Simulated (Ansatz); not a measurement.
**BaTe (Fm-3m): phonons at finite temperature**

Aim: the vibrations and stability of BaTe with thermal and zero-point motion included.

Method: DFT PBE, scalar-relativistic, plane waves, PAW; PAW set soft_1, in Ansatz 0.2.0.

The database entry behind the starting cell differs from later determinations by our own check (about 2.5 % short), so it need not match the best structure at ambient conditions.

## 1. Starting point

The structure is cubic, space group Fm-3m (No. 225). Conventional cell: a = 6.820 Å, b = 6.820 Å, c = 6.820 Å, α = 90.00°, β = 90.00°, γ = 90.00°. Nearest to Ba lie 6 Te at 3.41 Å. Te has 6 Ba at 3.41 Å nearest. Farther neighbours and most contacts between anions are not listed.

## 2. A first coarse run

A cheap single point shows whether the cell is a metal or an insulator and how far it is from rest; that sets the k-mesh and the occupations of what follows.

input.yaml

```yaml
crystal:
  lattice:
    - [0.0, 3.41, 3.41]
    - [3.41, 0.0, 3.41]
    - [3.41, 3.41, 0.0]
  atoms:
    - { symbol: Ba, position: [0.0, 0.0, 0.0] }
    - { symbol: Te, position: [0.5, 0.5, 0.5] }
kpoints:
  mp_grid: { grid: [4, 4, 4] }
hamiltonian:
  xc: pbe
  pseudopotentials: { kind: paw, azcp: { folder: soft_1 } }
scf:
  occupations: { method: gaussian, width: 0.1 }
  lower_state_search: "off"
output:
  forces: true
  stress: true
  eigenvalues: true
```

Command:

```sh
ansatz run input.yaml --threads 8 --pin off --max-ram 16384MiB --backend cpu --events-out ev --progress --plain --runs-dir out
```

Numbers of over 12 decimals in the logs are rounded to 6 here.

The log of the run:

```text
Engine: ansatz 0.2.0, aarch64-unknown-linux-gnu
Pseudopotentials: kind: paw
Pseudopotential: Ba, paw, valence charge 10, recommended cutoff 420 eV (normal), soft_1/Ba.paw.azcp
Pseudopotential: Te, paw, valence charge 16, recommended cutoff 420 eV (normal), soft_1/Te.paw.azcp
Functional definition: PBE
  parameter kappa = 0.804
  parameter beta = 0.066725
  exchange = pbe_x(kappa = kappa, mu = beta*pi^2/3)
  correlation = pbe_c(beta = beta)
Crystal: 2 atoms, lattice volume = 79.304 Å³
Basis set: ecut = 420 eV, 1471 PW (Γ), exchange–correlation on 72×72×72 points (8 copies of the dense FFT grid, shifted against one another)
Bands: 17, of which v1, the nominal top of the filled ones, is band 13 counted from 1 (12 counted from 0)
Symmetry: 48 space group operations
Space group: Fm-3m (ITA 225), of the structure as read, at distance tolerance 4.3e-5 Å
k-points: 8 of 64
Non-local potential: Ba, projectors of the file, l = 0: 3, l = 1: 2, l = 2: 2, l = 3: 2
Non-local potential: Te, projectors of the file, l = 0: 2, l = 1: 2, l = 2: 2, l = 3: 1
PAW form: soft (Blöchl's): semilocal exchange-correlation on the pseudo side does not see the compensation charge
PAW one-centre angular grid: Ba, 194 points (default); XC on 64 Gauss nodes
PAW one-centre angular grid: Te, 590 points (default); XC on 64 Gauss nodes
Initial density: superposition of atomic densities (chi_scale 0.1, normalization cell, long waves kept (reshape's long-wave potential 0.00 eV rms))
Initial wavefunctions: pseudopotential atomic-orbital guess
Functional: x = pbe(κ = 0.804, μ = 0.219515), c = pbe(β = 0.066725)
SCF iter   1: F=—  HF=-12933.811230 eV  |F-HF|=—  |Δ(HF+E_count)|=         —  Δρ=2.97e-2  dr2=1.55e0  ethr=3.10e-3  ⟨swp⟩=9.8  Hψ=956  notcnv=0
preconditioner: auto → none  [insulator: Δε(μ)=0.558 eV  Ē_g=11.229 eV  σ=0.100 eV  W_gap=1.00  n_scr=14 (ndim 8)  ℏωp=15.6 eV  f_vac=0.000  D(μ)=0.00/eV (n_scr^D=0)  ε∞_Penn≈2.9]
SCF iter   2: F=—  HF=-12933.288786 eV  |F-HF|=—  |Δ(HF+E_count)|=   5.22e-1  Δρ=1.09e-2  dr2=1.63e-1  ethr=3.10e-3  ⟨swp⟩=4.1  Hψ=401  notcnv=0
SCF iter   3: F=—  HF=-12933.274322 eV  |F-HF|=—  |Δ(HF+E_count)|=   1.45e-2  Δρ=5.50e-3  dr2=2.48e-2  ethr=6.29e-4  ⟨swp⟩=2.8  Hψ=209  notcnv=0
SCF iter   4: F=—  HF=-12933.286846 eV  |F-HF|=—  |Δ(HF+E_count)|=   1.25e-2  Δρ=5.67e-4  dr2=2.27e-4  ethr=9.54e-5  ⟨swp⟩=2.0  Hψ=181  notcnv=0
SCF iter   5: F=—  HF=-12933.286981 eV  |F-HF|=—  |Δ(HF+E_count)|=   1.35e-4  Δρ=1.14e-4  dr2=5.26e-6  ethr=8.75e-7  ⟨swp⟩=2.0  Hψ=207  notcnv=0
SCF iter   6: F=—  HF=-12933.286984 eV  |F-HF|=—  |Δ(HF+E_count)|=   2.95e-6  Δρ=1.43e-5  dr2=1.12e-7  ethr=2.02e-8  ⟨swp⟩=2.0  Hψ=193  notcnv=0
SCF iter   7: F=-12933.286984 eV  HF=-12933.286984 eV  |F-HF|=1.90e-9  |Δ(HF+E_count)|=   1.31e-7  Δρ=1.11e-6  dr2=8.93e-10  ethr=3.85e-10  ⟨swp⟩=8.6  Hψ=721  notcnv=0
SCF 1 converged in 7 iterations: F = -12933.286984 eV  dr2 = 8.93e-10
  greatest PAW one-centre occupation: 0.998 electrons in one spin orbital (limit 2), on the Te atom at site 1 (counted from 0), in its partial waves of l = 2
SCF converged after 7 iterations
Free energy (F): -12933.286984 eV
Harris-Foulkes:  -12933.286984 eV  (|F-HF|=1.90e-9)
Internal energy: -12933.286984 eV  (E = F + TS)
E sigma→0 (E₀):  -12933.286984 eV
Fermi energy:    7.952141 eV
--- Per-component energies (eV) ---
  E_band       = -311.447983
  E_kinetic    = 334.019716
  E_local      = -2160.472355  (includes V_loc(G=0)·N_el)
  E_nonlocal   = 161.367865
  E_hartree    = 1014.359941
  E_xc         = -321.226071
  E_vxc        = -230.930128  (∫ρ·V_xc dr)
  E_paw        = -9870.088088  (= ΣΔE_a)
  E_vpaw       = -444.153086  (= ΣTr[D̂ρ^β])
  E_aug_tail   = 0.000086  (compensation charges beyond the density's cutoff)
  E_ewald      = -2091.248078
  E_smearing   = -0.000000  (= −TS)
  E_closure    = -0.000000  (closes the sum)
  Σ components = -12933.286984   (vs F -12933.286984, Δ=0.00e0)
--- Forces (eV/Å), atoms counted from 1 ---
  atom   1  Ba    -0.00000000     0.00000000     0.00000000
  atom   2  Te     0.00000000     0.00000000    -0.00000000
  max |Σ_I F_I| component: 3.37e-29 eV/Å
--- Stress (GPa, compression-positive) ---
        3.896083       0.000000       0.000000
        0.000000       3.896083      -0.000000
        0.000000      -0.000000       3.896083
  P = ⅓ Tr σ = 3.8961 GPa (38.961 kbar)
--- Band table (eV; the first three rows and the last of 8) ---
  k-point 0: bands = [... 9 lower, -2.4141, 7.2418, 7.2418, 7.2418, 10.1972, 10.1972, 10.1972, 10.5520]
  k-point 1: bands = [... 9 lower, -1.8937, 5.8026, 6.5125, 6.5125, 10.3924, 10.9516, 10.9516, 12.5291]
  k-point 2: bands = [... 9 lower, -1.4297, 4.8613, 6.0200, 6.0200, 11.4711, 12.2728, 12.3834, 12.3834]
  k-point 7: bands = [... 9 lower, -1.8915, 5.8748, 6.3265, 6.3265, 10.7825, 10.7825, 12.3710, 12.7487]
```

The job ended after 0.76 s (8 threads of Arm Neoverse V2, shared host; peak memory 0.36 GiB; 1.7 s of CPU time).

In the SCF lines HF is the Harris–Foulkes energy and dr2 the Hartree energy of the density residual, in eV; the loop may stop once dr2 is under the threshold and the program's other checks hold. Hψ counts applications of the Hamiltonian.

A gap read on the k-mesh alone can miss the band edges.

Numbers from this step:

- pressure: 3.896 GPa
- gap on the k-mesh: 1.421 eV
- volume per atom: 39.65 Å³/atom

The start is under 3.9 GPa at this level and looks like an insulator or semiconductor on this mesh.

## 3. Finding the static equilibrium

Phonons are second derivatives about a minimum, so cell and atoms are relaxed first, inside the symmetry of the start.

input.yaml, the sections that differ from step 2:

```yaml
kpoints:
  mp_grid: { grid: [8, 8, 8] }
scf:
  occupations: { method: gaussian, width: 0.02 }
  lower_state_search: "off"
output:
  forces: true
  stress: true
  eigenvalues: true
  write_density: true
  write_potential: true
  elf: true
  volumetric_format: npy
relax:
  adjacent_minimum: "off"
  f_tol: 0.005
  max_steps: 80
  cell: { stress_tol: 0.05 }
# crystal, hamiltonian: as in step 2
```

The log of the run:

```text
[...]
Crystal: 2 atoms, lattice volume = 79.304 Å³
Basis set: ecut = 420 eV, 1471 PW (Γ), exchange–correlation on 72×72×72 points (8 copies of the dense FFT grid, shifted against one another)
Bands: 17, of which v1, the nominal top of the filled ones, is band 13 counted from 1 (12 counted from 0)
Symmetry: 48 space group operations
[...]
k-points: 29 of 512
[...]
SCF iter   1: F=—  HF=-12933.837902 eV  |F-HF|=—  |Δ(HF+E_count)|=         —  Δρ=3.00e-2  dr2=1.59e0  ethr=3.10e-3  ⟨swp⟩=9.9  Hψ=3674  notcnv=0
[...]
SCF iter   7: F=-12933.298191 eV  HF=-12933.298191 eV  |F-HF|=1.91e-9  |Δ(HF+E_count)|=   1.37e-7  Δρ=1.10e-6  dr2=8.76e-10  ethr=3.85e-10  ⟨swp⟩=12.3  Hψ=3977  notcnv=0
SCF 1 converged in 7 iterations: F = -12933.298191 eV  dr2 = 8.76e-10
[...]
relax step   1: F+E_penalty+E_count = -12933.29819128 eV  Δ(F+E_penalty+E_count) = +0.000e0 eV  max|allowed force component| = 2.199e-29 eV/Å  Δτ_max = 0.0000 Å  P = +3.813 GPa  Ω = 79.304 Å³  (7 SCF iters, dr2 threshold 1.00e-7 eV, accepted)
Crystal: 2 atoms, lattice volume = 89.230 Å³
Basis set: ecut = 420 eV, 1807 PW (Γ), exchange–correlation on 72×72×72 points (8 copies of the dense FFT grid, shifted against one another)
[...]
iter 1 solved again at ethr=1.23e-4 eV; its pass at ethr=3.10e-3 eV (dr2=3.19e-2 eV) is discarded
[...]
SCF iter   6: F=-12933.391952 eV  HF=-12933.391952 eV  |F-HF|=7.29e-9  |Δ(HF+E_count)|=   3.78e-7  Δρ=3.23e-6  dr2=1.09e-8  ethr=7.69e-10  ⟨swp⟩=12.1  Hψ=3816  notcnv=0
SCF 2 converged in 6 iterations: F = -12933.391952 eV  dr2 = 1.09e-8
relax step   2: F+E_penalty+E_count = -12933.39195168 eV  Δ(F+E_penalty+E_count) = -9.376e-2 eV  max|allowed force component| = 9.499e-30 eV/Å  Δτ_max = 0.0000 Å  P = -0.329 GPa  Ω = 89.230 Å³  energy of the carried Pulay correction = -1.165e-3 eV  (6 SCF iters, dr2 threshold 2.00e-7 eV, accepted)
Crystal: 2 atoms, lattice volume = 88.353 Å³
Basis set: ecut = 420 eV, 1759 PW (Γ), exchange–correlation on 72×72×72 points (8 copies of the dense FFT grid, shifted against one another)
[...]
SCF iter   4: F=-12933.393105 eV  HF=-12933.393105 eV  |F-HF|=5.57e-9  |Δ(HF+E_count)|=   2.88e-6  Δρ=7.95e-6  dr2=7.52e-8  ethr=7.69e-10  ⟨swp⟩=8.6  Hψ=3800  notcnv=0
SCF 3 converged in 4 iterations: F = -12933.393105 eV  dr2 = 7.52e-8
relax step   3: F+E_penalty+E_count = -12933.39310532 eV  Δ(F+E_penalty+E_count) = -1.154e-3 eV  max|allowed force component| = 6.607e-30 eV/Å  Δτ_max = 0.0000 Å  P = -0.055 GPa  Ω = 88.353 Å³  energy of the carried Pulay correction = -1.069e-3 eV  (4 SCF iters, dr2 threshold 2.00e-7 eV, accepted)
[...]
relax step   4: F+E_penalty+E_count = -12933.39315299 eV  Δ(F+E_penalty+E_count) = -4.767e-5 eV  max|allowed force component| = 6.672e-30 eV/Å  Δτ_max = 0.0000 Å  P = -0.004 GPa  Ω = 88.192 Å³  energy of the carried Pulay correction = -1.051e-3 eV  (4 SCF iters, dr2 threshold 7.65e-9 eV, accepted)
[...]
SCF iter   5: F=-12933.393945 eV  HF=-12933.393945 eV  |F-HF|=1.47e-10  |Δ(HF+E_count)|=   8.67e-8  Δρ=2.24e-7  dr2=1.09e-11  ethr=1.00e-12  ⟨swp⟩=5.4  Hψ=2627  notcnv=0
SCF 5 converged in 5 iterations: F = -12933.393945 eV  dr2 = 1.09e-11
relax step   5: F+E_penalty+E_count = -12933.39394505 eV  Δ(F+E_penalty+E_count) = -7.921e-4 eV  max|allowed force component| = 9.861e-30 eV/Å  Δτ_max = 0.0000 Å  P = -0.014 GPa  Ω = 88.192 Å³  stress off target by 1.36e-2 GPa  SCF on the basis re-selected at this cell (its energy is not comparable with the rows above)  (5 SCF iters)
basis re-selected at this cell: Δ(F+E_penalty+E_count) = -7.921e-4 eV, ΔP = -0.010 GPa vs the last step (what re-selecting the basis moved, of the pressure what is left beyond the Pulay correction that the steps carried, after the strain that the cell walked since its last selection, with what the two solves' SCF thresholds leave and, on support functions, any second-order correction that the steps lacked; it is no m [...]
SCF converged after 5 iterations
Free energy (F): -12933.393945 eV
[...]
Internal energy: -12933.393945 eV  (E = F + TS)
E sigma→0 (E₀):  -12933.393945 eV
Fermi energy:    6.933966 eV
[...]
--- Stress (GPa, compression-positive) ---
       -0.013587      -0.000000      -0.000000
       -0.000000      -0.013587      -0.000000
       -0.000000      -0.000000      -0.013587
  P = ⅓ Tr σ = -0.0136 GPa (-0.136 kbar)
--- Band table (eV; the first three rows and the last of 29) ---
  k-point 0: bands = [... 9 lower, -3.3245, 6.1062, 6.1062, 6.1062, 8.9745, 9.1268, 9.1268, 9.1268]
  k-point 1: bands = [... 9 lower, -3.2231, 5.6278, 5.9009, 5.9009, 9.1072, 9.3088, 9.3088, 9.6390]
  k-point 2: bands = [... 9 lower, -2.9878, 4.8287, 5.5102, 5.5102, 9.2556, 9.7970, 9.7970, 10.8521]
  k-point 28: bands = [... 9 lower, -2.9503, 4.9269, 5.2332, 5.2332, 9.6290, 9.6290, 10.9118, 11.1904]
--- Relaxed structure (4 steps of the walk, 4 accepted, 1 SCFs on fresh bases) ---
  F+E_penalty+E_count = -12933.39394505 eV   max|allowed force component| = 9.861e-30 eV/Å   (the final SCF, on the basis selected at the relaxed cell)
  cell:  # Å, volume = 88.1915 Å³
    - [0, 3.532908, 3.532908]
    - [3.532908, 0, 3.532908]
    - [3.532908, 3.532908, 0]
  atoms:
    - { symbol: Ba, position: [0, 0, 0] }
    - { symbol: Te, position: [0.5, 0.5, 0.5] }
```

Elapsed: 2.8 s, on 8 threads; peak memory 0.45 GiB.

Relaxation path:

| step | energy less that of the first step (eV) | largest force component (eV/Å) | pressure (GPa) | volume (Å³) |
| --- | --- | --- | --- | --- |
| 1 | 0.0000 | 0.0000 | 3.81 | 79.30 |
| 2 | -0.0938 | 0.0000 | -0.33 | 89.23 |
| 3 | -0.0949 | 0.0000 | -0.06 | 88.35 |
| 4 | -0.0950 | 0.0000 | 0.00 | 88.19 |
| 5* | -0.0958 | 0.0000 | -0.01 | 88.19 |

Relaxation steps marked * repeat the geometry before them on a plane-wave basis chosen anew for their cell, so energy and pressure can jump there.

The run keeps the 48 symmetry operations that it works with, so distortions that break them were not tested.

| conventional cell, symmetrised | before | after | change |
| --- | --- | --- | --- |
| a (Å) | 6.820 | 7.066 | +3.6 % |
| b (Å) | 6.820 | 7.066 | +3.6 % |
| c (Å) | 6.820 | 7.066 | +3.6 % |
| volume (Å³/atom) | 39.65 | 44.10 | +11.2 % |

Final coordinates:

```
Ba Te
1.0
     0.00000    3.53291    3.53291
     3.53291    0.00000    3.53291
     3.53291    3.53291    0.00000
Ba Te
1 1
Direct
  0.00000 0.00000 0.00000
  0.50000 0.50000 0.50000
```

This step gave:

- pressure: -0.01359 GPa
- gap on the k-mesh: 1.656 eV
- volume per atom: 44.10 Å³/atom

Valence density in the ac plane of the conventional cell at fractional y = 0.000, with atoms of Ba and Te within 0.2 Å of it. It is the smooth field of the valence electrons, not physical close to the nuclei.

Ten steps, logarithmic in the rise over the least value, from '0' (0 e/Å³) to '9' (16 e/Å³), each cell a mean:
```
34421113689742101343
44310012466532101244
33200011233321000123
11000001112110000011
10000000011000000000
11000000011000000011
22110000122210000122
43210002344421001234
86321013444442001357
98421113433442112369
97421013433442111368
65321012444431001246
33210001233320001123
21100000111100000111
10000000001000000001
10000000111100000001
22100001222211000012
44210012344321000234
44420013578632101344
34421123699842111343
```
Columns run along a (7.1 Å), rows up along c (7.1 Å), edges of the conventional cell, whose origin can differ from the input's. Atoms in or near the plane, at fractional coordinates: Ba at (0.00, 0.00), Ba at (0.50, 0.50), Te at (0.50, 0.00), Te at (0.00, 0.50).

ELF in the ac plane of the conventional cell at fractional y = 0.000, with atoms of Ba and Te within 0.2 Å of it. It is the smooth field of the valence electrons, not physical close to the nuclei.

Ten even steps from '0' (0.04) to '9' (0.84), each cell a mean:
```
05972476300147624982
79951387532468612898
99620378766688510489
43100157877876300024
21100013344432000112
66542000122100003566
77874002577630026887
45785116999983037864
12576139954796148641
01476249700497247620
01476249820597247630
24686128987995138753
66885104899962037876
78763000244310015787
44320001122110001334
21000035666654200012
76300268877787400257
99830378644578511699
47961486411257613995
04972476200147624970
```
Columns run along a (7.1 Å), rows up along c (7.1 Å), edges of the conventional cell, whose origin can differ from the input's. Atoms in or near the plane, at fractional coordinates: Ba at (0.00, 0.00), Ba at (0.50, 0.50), Te at (0.50, 0.00), Te at (0.00, 0.50).

Electrostatic potential energy in the ac plane of the conventional cell at fractional y = 0.000, with atoms of Ba and Te within 0.2 Å of it. With pseudopotentials it is smooth inside the atoms' cores, unlike the true potential.

Values in eV, 11 rows by 16 columns, each cell a mean:
```
-48 -35  -8   5   8   3 -18 -10  -5 -20  -3   8   7  -1 -24 -46
-11  -4   4   8   9   9   4  -5  -7   0   8  10   9   6  -1  -9
  7   7   9  10  10   9   9   7   7   8   9  10  10   9   8   7
  0   5   9  10   9   7   3  -3  -4   1   5   8  10   9   6   1
-13 -18   0   8   7   1 -19 -39 -42 -28  -5   6   8   5 -13 -16
  9 -16  -8   7   6  -3 -32 -51 -51 -43 -12   4   8   1 -21   3
-17 -13   3   9   8   2 -12 -29 -33 -19  -1   6   9   7  -7 -18
  5   7   9  10   9   8   5   2   2   4   7   9  10  10   8   6
  5   6   8   9  10  10   9   7   7   8   9  10  10   8   7   5
-22 -11   1   7   9   8  -1 -13 -15  -7   6   9   8   4  -6 -19
-51 -40 -11   5   8   2 -20  -2   4 -18  -6   7   7  -2 -29 -49
```
Columns run along a (7.1 Å; values clipped at the 3rd and 97th percentile), rows up along c (7.1 Å), edges of the conventional cell, whose origin can differ from the input's. Atoms in or near the plane, at fractional coordinates: Ba at (0.00, 0.00), Ba at (0.50, 0.50), Te at (0.50, 0.00), Te at (0.00, 0.50).

The relaxation ends with a pressure of -0.01 GPa.

[end of part 1 of 4]

[Logs are printed without paths, hosts, clocks, repeated set-up lines and the standing remarks that a program may print on its own settings, such as how far it seeks lower states.]

[Hosts, paths, dates, database ids (printed as entryN), source tags and the programs' standing remarks are cut or masked in the printed files.]

[A step with changed settings may run another functional than the one named; its input shows which.]
